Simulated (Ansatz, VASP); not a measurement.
**One calculation of HfH2, two programs**

```
CELL_PARAMETERS angstrom
-1.73213 1.73213 2.11884
1.73213 -1.73213 2.11884
1.73213 1.73213 -2.11884
ATOMIC_POSITIONS crystal
Hf 0.00000 0.00000 0.00000
H 0.75000 0.25000 0.50000
H 0.25000 0.75000 0.50000
```

Alike in both runs: functional PBEsol; k mesh 16 × 16 × 16; occupations gaussian, width 0.1 eV; no spin polarisation.

Ansatz relaxed the structure, and its values are those at the end. VASP's run is a single point on that final structure, the one shown.

|  | VASP | Ansatz |
| --- | --- | --- |
| version | VASP 6.6.1 | Ansatz 0.2.0 |
| potentials or method | VASP PAW PBE potentials, release 64 (Hf_pv, H) | scalar-relativistic, plane waves, PAW |
| plane-wave cutoff (eV) | 520 | 420 |
| valence electrons in the cell | 12 | 28 |

Ansatz gave:

* gap on the k mesh at the Fermi level (eV): none
* pressure (GPa): 0.0

**Question.** Estimate VASP's values.

**Answer.** gap on the k mesh at the Fermi level (eV): none; pressure (GPa): -0.6.

A gap of «none» marks a metal or a gap that the smearing closes. The two sets of potentials don't hold the same shells in valence.

Caveats: the PAW data sets were made with another functional, which shifts forces and pressure a little (VASP). Spin-orbit coupling is left out, which matters for the levels of Hf.
